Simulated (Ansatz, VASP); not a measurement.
# PtSe2: VASP beside Ansatz, part 2 of 2

Wanted: the spread between two codes on one cell, functional and k mesh. The structure shown is the end of the VASP relaxation below.

VASP 6.6.1 and Ansatz 0.2.0.

So far: The starting structure; VASP: relaxation, PBE with D3(BJ); Ansatz: single point, PBE with D3(BJ); Differences.

**5. Ansatz: band structure, PBE with D3(BJ)**

Level of this step: Ansatz beside VASP: Kohn-Sham DFT, plane waves, PBE with D3(BJ) (Ansatz).

The same path points are solved in both programs, so levels can be compared one by one.

The input, input.yaml:

```yaml
crystal:
  lattice:
    - [3.724, 0.0, 0.0]
    - [-1.862, 3.225078604, 0.0]
    - [0.0, 0.0, 17.531]
  atoms:
    - { symbol: Se, position: [0.333333333, 0.666666667, 0.574899282] }
    - { symbol: Se, position: [0.666666667, 0.333333333, 0.425100718] }
    - { symbol: Pt, position: [0.0, 0.0, 0.5] }
hamiltonian:
  xc: pbe
  pseudopotentials: { kind: paw }
  dispersion: d3bj
kpoints:
  mp_grid: { grid: [9, 9, 1] }
  band_path:
    path:
      - [0.0, 0.0, 0.0]
      - [0.03846, 0.0, 0.0]
      - [0.07692, 0.0, 0.0]
      - [0.15385, 0.0, 0.0]
      - [0.19231, 0.0, 0.0]
      - [0.23077, 0.0, 0.0]
      - [0.26923, 0.0, 0.0]
      - [0.30769, 0.0, 0.0]
      - [0.34615, 0.0, 0.0]
      - [0.42308, 0.0, 0.0]
      - [0.46154, 0.0, 0.0]
      - [0.5, 0.0, 0.0]
      - [0.48718, 0.02564, 0.0]
      - [0.47436, 0.05128, 0.0]
      - [0.44872, 0.10256, 0.0]
      - [0.4359, 0.12821, 0.0]
      - [0.41026, 0.17949, 0.0]
      - [0.39744, 0.20513, 0.0]
      - [0.37179, 0.25641, 0.0]
      - [0.35897, 0.28205, 0.0]
      - [0.34615, 0.30769, 0.0]
      - [0.33333, 0.33333, 0.0]
      - [0.30769, 0.30769, 0.0]
      - [0.25641, 0.25641, 0.0]
      - [0.23077, 0.23077, 0.0]
      - [0.20513, 0.20513, 0.0]
      - [0.15385, 0.15385, 0.0]
      - [0.12821, 0.12821, 0.0]
      - [0.07692, 0.07692, 0.0]
      - [0.05128, 0.05128, 0.0]
      - [0.0, 0.0, 0.0]
    npoints: 1
scf:
  occupations: { method: gaussian, width: 0.05 }
  n_extra_bands: 7
efield:
  axis: 3
  dipole_correction: true
  ramp_width: 0.04
output:
  forces: true
  eigenvalues: true
  write_density: true
  write_potential: true
  elf: true
  volumetric_format: npy
```

Launch:

```sh
$ ansatz run input.yaml --threads 2 --pin off --max-ram 4608MiB --backend cpu --events-out ev --progress --plain --runs-dir out
```

Numbers of over 12 decimals in the logs are rounded to 6 here.

What it wrote:

```text
[...]
Crystal: 3 atoms, lattice volume = 210.551 Å³
Basis set: ecut = 420 eV, 4127 PW (Γ), exchange–correlation on 50×50×240 points (8 copies of the dense FFT grid, shifted against one another)
Bands: 32, of which v1, the nominal top of the filled ones, is band 25 counted from 1 (24 counted from 0)
Symmetry: 6 space group operations
[...]
k-point 1: bands = [... 21 lower, -2.1715, -0.9187, -0.6089, -0.5338, 1.6735, 2.2686, 4.4121, 4.9895, ... 3 higher]
  k-point 2: bands = [... 21 lower, -2.6733, -0.9317, -0.7597, -0.7075, 0.8568, 2.0559, 5.1143, 5.2858, ... 3 higher]
  k-point 11: bands = [... 21 lower, -3.0360, -2.7658, -1.4891, -1.4891, 1.2810, 1.2810, 5.5753, 7.6303, ... 3 higher]
[key lines of the parts left out:]
SCF converged after 8 iterations
Free energy (F): -23463.246833 eV
Fermi energy:    0.163191 eV
Dipole field:    D = 0.000007 V/Å  (p = 0.000008 e·Å, saw-weighted, corrected)
Work function:   Φ+ = 5.0019 eV   Φ− = 5.0020 eV
```

Elapsed: 14 s, on 2 threads of Arm Neoverse N1, shared host; peak memory 0.44 GiB; 27 s of CPU time.

**6. VASP: band structure, PBE with D3(BJ)**

The same cell, functional, mesh and smearing now go to VASP, with its own data sets and cutoff.

The input, INCAR:

```
SYSTEM = PtSe2
PREC = Normal
ENCUT = 300
EDIFF = 1E-06
NELM = 120
ISMEAR = 0
SIGMA = 0.05
LREAL = .FALSE.
ALGO = Fast
GGA = PE
IVDW = 12
NBANDS = 24
LASPH = .TRUE.
LORBIT = 11
LWAVE = .FALSE.
LCHARG = .TRUE.
IDIPOL = 3
LDIPOL = .TRUE.
DIPOL = 0.5 0.5 0.5
LVHAR = .TRUE.
LVACPOTAV = .TRUE.
LELF = .TRUE.
NEDOS = 1500
```

The input, POSCAR:

```
PtSe2
1.0
    3.7240000000      0.0000000000      0.0000000000
   -1.8620000000      3.2250786040      0.0000000000
    0.0000000000      0.0000000000     17.5310000000
Se Pt
2 1
Direct
    0.3333333330      0.6666666670      0.5748992820
    0.6666666670      0.3333333330      0.4251007180
    0.0000000000      0.0000000000      0.5000000000
```

The input, KPOINTS:

```
Automatic mesh
0
Gamma
9 9 1
0 0 0
```

The input, KPOINTS_OPT:

```
Line mode
14
Line-mode
Reciprocal
  0.00000000   0.00000000   0.00000000 GAMMA
  0.50000000   0.00000000   0.00000000 M

  0.50000000   0.00000000   0.00000000 M
  0.33333333   0.33333333   0.00000000 K

  0.33333333   0.33333333   0.00000000 K
  0.00000000   0.00000000   0.00000000 GAMMA
```

Potentials, in the order of the species: Se and Pt (PBE family, release 64).

Launch:

```sh
$ mpirun -np 2 vasp_std
```

What it wrote:

```text
[banner, memory and clock lines left out]
running    2 mpi-ranks, on    1 nodes
[...]
LDA part: xc-table for (Slater+PW92), standard interpolation
 POSCAR, INCAR and KPOINTS ok, starting setup
[...]
entering main loop
       N       E                     dE             d eps       ncg     rms          rms(c)
DAV:   1     0.111176476332E+03    0.11118E+03   -0.57170E+03   576   0.447E+02
DAV:   2    -0.619082114446E+01   -0.11737E+03   -0.11070E+03   776   0.122E+02
DAV:   3    -0.150230052649E+02   -0.88322E+01   -0.87545E+01   752   0.370E+01
DAV:   4    -0.151435920079E+02   -0.12059E+00   -0.12056E+00   664   0.486E+00
[...]
RMM:  19    -0.142986166201E+02   -0.30381E-05   -0.19131E-08   558   0.837E-04    0.481E-04
RMM:  20    -0.142986185109E+02   -0.18908E-05   -0.19703E-08   540   0.820E-04    0.415E-04
RMM:  21    -0.142986187227E+02   -0.21181E-06   -0.27736E-09   494   0.709E-04
|                                                                             |
[...]
|                                                                             |

   1 F= -.15189620E+02 E0= -.15189620E+02  d E =-.115076E-10
 Start KPOINTS_OPT (optional k-point list driver)
k-point batch [1-12\42]
       N       E                     dE             ncg
DAV:   1    -0.376939091350E+03   -0.27715E+04      584
DAV:   2    -0.175821719259E+04   -0.13813E+04      784
DAV:   3    -0.186372834432E+04   -0.10551E+03      704
DAV:   4    -0.186509868911E+04   -0.13703E+01      704
DAV:   5    -0.186512695336E+04   -0.28264E-01      776
DAV:   6    -0.186512777250E+04   -0.81914E-03      728
DAV:   7    -0.186512780804E+04   -0.35539E-04      784
DAV:   8    -0.186512780964E+04   -0.15950E-05      616
DAV:   9    -0.186512780971E+04   -0.76443E-07      488
[...]
k-point batch [37-42\42]
       N       E                     dE             ncg
DAV:   1     0.247647359090E+04   -0.56697E+03      288
DAV:   2     0.178877674900E+04   -0.68770E+03      368
DAV:   3     0.172959624873E+04   -0.59181E+02      376
DAV:   4     0.172886232219E+04   -0.73393E+00      328
DAV:   5     0.172884633967E+04   -0.15983E-01      432
DAV:   6     0.172884602345E+04   -0.31621E-03      376
DAV:   7     0.172884601334E+04   -0.10112E-04      440
DAV:   8     0.172884601294E+04   -0.40002E-06      296
```

OUTCAR, selected parts (step 6):

```text
 Edisp (eV)   -0.89100

  Total      -0.36126    -0.36126    -0.02752    -0.00000     0.00000     0.00000
  in kB      -2.74896    -2.74896    -0.20938    -0.00000     0.00000     0.00000
  external pressure =       -1.90 kB  Pullay stress =        0.00 kB

 POSITION                                       TOTAL-FORCE (eV/Angst)
 -----------------------------------------------------------------------------------
     -0.00000      2.15005     10.07856        -0.000000      0.000000      0.020314
      1.86200      1.07503      7.45244         0.000000     -0.000000     -0.020314
      0.00000      0.00000      8.76550        -0.000000      0.000000      0.000000
 -----------------------------------------------------------------------------------
    total drift:                               -0.000000     -0.000000     -0.000000

  FREE ENERGIE OF THE ION-ELECTRON SYSTEM (eV)
  ---------------------------------------------------
  free  energy   TOTEN  =       -15.1896196476 eV

  energy  without entropy=      -15.1896196476  energy(sigma->0) =      -15.18961965

[... 1 part as in an earlier step ...]

[... 2 further parts left out ...]
[key lines of the parts left out:]
E-fermi :  -2.2706
```

**7. Comparison**

Both answers:

| quantity | Ansatz | VASP | difference |
| --- | --- | --- | --- |
| gap over the path points (eV) | 1.377 | 1.368 | +0.009 |

Levels at points of the path, from each program's valence-band top (eV; 4 filled, then empty):

```csv
k (reciprocal lattice),Ansatz,VASP
0.000 0.000 0.000,-1.24 -0.61 0.00 0.00 2.98 2.98 4.52,-1.24 -0.61 0.00 0.00 2.97 2.97 4.52
0.038 0.000 0.000,-1.30 -0.58 -0.01 0.00 2.85 2.95 4.58,-1.30 -0.58 -0.01 0.00 2.85 2.95 4.58
0.077 0.000 0.000,-1.46 -0.50 -0.04 0.00 2.54 2.88 4.74,-1.46 -0.50 -0.04 0.00 2.54 2.88 4.74
0.154 0.000 0.000,-1.88 -0.26 -0.15 -0.05 1.77 2.69 5.22,-1.89 -0.26 -0.15 -0.05 1.76 2.68 5.22
0.192 0.000 0.000,-2.05 -0.27 -0.17 -0.13 1.48 2.61 5.48,-2.06 -0.28 -0.17 -0.14 1.47 2.61 5.49
0.231 0.000 0.000,-2.17 -0.46 -0.27 -0.20 1.38 2.58 5.63,-2.17 -0.46 -0.27 -0.20 1.37 2.57 5.63
0.269 0.000 0.000,-2.24 -0.75 -0.45 -0.30 1.46 2.57 5.39,-2.24 -0.75 -0.46 -0.30 1.45 2.57 5.38
0.308 0.000 0.000,-2.27 -1.12 -0.68 -0.45 1.65 2.59 5.14,-2.28 -1.12 -0.68 -0.45 1.64 2.59 5.13
0.346 0.000 0.000,-2.27 -1.49 -0.93 -0.64 1.88 2.62 4.94,-2.27 -1.49 -0.93 -0.64 1.87 2.62 4.93
0.423 0.000 0.000,-2.14 -2.08 -1.45 -1.08 2.26 2.69 4.74,-2.15 -2.08 -1.45 -1.08 2.25 2.69 4.73
```

At this near-relaxed geometry the largest component of a force difference is 3 meV/Å. Among the levels compared at these points, filled levels agree within 4 meV and empty ones within 15 meV.

**8. Results**

```json
{"difference in gap on the k mesh (single point, PBE with D3(BJ))": "0.0079 eV", "difference in gap over the path points (band structure, PBE with D3(BJ))": "0.0087 eV"}
```

The difference in gap over the path points is 0.0087 eV (band structure, PBE with D3(BJ)), within the 0.08 eV picked in this series as the mark of a large difference. Such differences can come from data sets, numerical settings and the points named under the comparisons, not from the functional's error against experiment.

[Lines on the potential files, build, host, timing and source positions are cut from VASP's logs without a mark.]

[Logs are printed without paths, hosts, clocks, repeated set-up lines and the standing remarks that a program may print on its own settings, such as how far it seeks lower states.]

[Hosts, paths, dates, database ids (printed as entryN), source tags and the programs' standing remarks are cut or masked in the printed files.]
